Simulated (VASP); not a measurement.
Set up this calculation in VASP 6.6.1, as the native input.

| Property | Result |
| --- | --- |
| Task | single point |
| Functional | HSE06 |
| Potentials or basis | VASP PAW PBE potentials, release 64 (K_sv, F) |
| Cutoff | 520 eV |
| k mesh | 6 × 6 × 6 |
| Occupations | gaussian, width 0.01 eV |
| Spin | no spin polarisation |
| Dipole correction | no |
| Exchange at q = 0 | truncated |
| Grid for exact exchange (PRECFOCK) | Normal |
| Screening parameter | 0.2079 1/A |
| Further INCAR settings | ALGO = Normal; EDIFF = 1e-06; NBANDS = 15 |

KF:

```xyz
2
Lattice="3.1789 -0.0267 0.0000 -0.0267 3.1789 0.0000 0.0000 0.0000 3.1789" Properties=species:S:1:pos:R:3 pbc="T T T"
K     0.0000    0.0000    0.0000
F     1.5761    1.5761    1.5894
```

The cell was built by a generator and needn't be a form met in nature.

The cell isn't the ideal one: shear_xy strain -1.7%.

These files were run (other wordings do the same):

POSCAR

```
KF
1.0
    3.1788706815     -0.0267025137      0.0000000000
   -0.0267025137      3.1788706815      0.0000000000
    0.0000000000      0.0000000000      3.1788706815
K F
1 1
Direct
    0.0000000000      0.0000000000      0.0000000000
    0.5000000000      0.5000000000      0.5000000000
```

INCAR.step1

```
SYSTEM = KF
ALGO     = Normal         ! electronic algorithm
EDIFF    = 1E-5           ! SCF threshold, eV
ENCUT    = 520            ! plane-wave cutoff, eV
GGA      = PE             ! functional
ISIF     = 2              ! what is computed and relaxed
ISMEAR   = 0              ! smearing method
LASPH    = .TRUE.         ! aspherical terms in the spheres
LREAL    = .FALSE.        ! projectors in reciprocal space
LWAVE    = .TRUE.         ! write WAVECAR
NBANDS   = 15             ! bands
NELM     = 100            ! most SCF steps
PREC     = Accurate       ! precision mode
SIGMA    = 0.01           ! smearing width, eV
```

INCAR.step2

```
SYSTEM = KF
ALGO     = Normal         ! electronic algorithm
EDIFF    = 1E-6           ! SCF threshold, eV
ENCUT    = 520            ! plane-wave cutoff, eV
GGA      = PE             ! functional
HFSCREEN = 0.2079         ! screening, 1/A
ISIF     = 2              ! what is computed and relaxed
ISMEAR   = 0              ! smearing method
ISTART   = 1            
LASPH    = .TRUE.         ! aspherical terms in the spheres
LCHARG   = .TRUE.         ! write CHGCAR
LELF     = .TRUE.         ! ELF
LHFCALC  = .TRUE.         ! exact exchange
LREAL    = .FALSE.        ! projectors in reciprocal space
LVHAR    = .TRUE.       
LWAVE    = .FALSE.        ! write WAVECAR
NBANDS   = 15             ! bands
NELM     = 100            ! most SCF steps
PREC     = Accurate       ! precision mode
PRECFOCK = Normal       
SIGMA    = 0.01           ! smearing width, eV
```

KPOINTS

```
k-points
0
G
  6 6 6
  0 0 0
```

Potentials or basis: VASP PAW PBE potentials, release 64 (K_sv, F).

The run is started by

```bash
$ cat potpaw_PBE.64/K_sv/POTCAR potpaw_PBE.64/F/POTCAR > POTCAR
$ cp INCAR.step1 INCAR
$ mpirun -np 1 vasp_std > vasp.out
$ cp INCAR.step2 INCAR
$ mpirun -np 1 vasp_std > vasp.out
```

It gave:

```
Pressure               : 1.7 GPa
Band gap on the k mesh : 8.90 eV, indirect (least direct gap 8.93 eV)
```

Caveat: the PAW data sets were made with another functional, which shifts forces and pressure a little.

It took 39 min on 1 thread of Intel(R) Xeon(R) Platinum 8488C (Sapphire Rapids), on a shared host, peak memory 0.27 GiB.
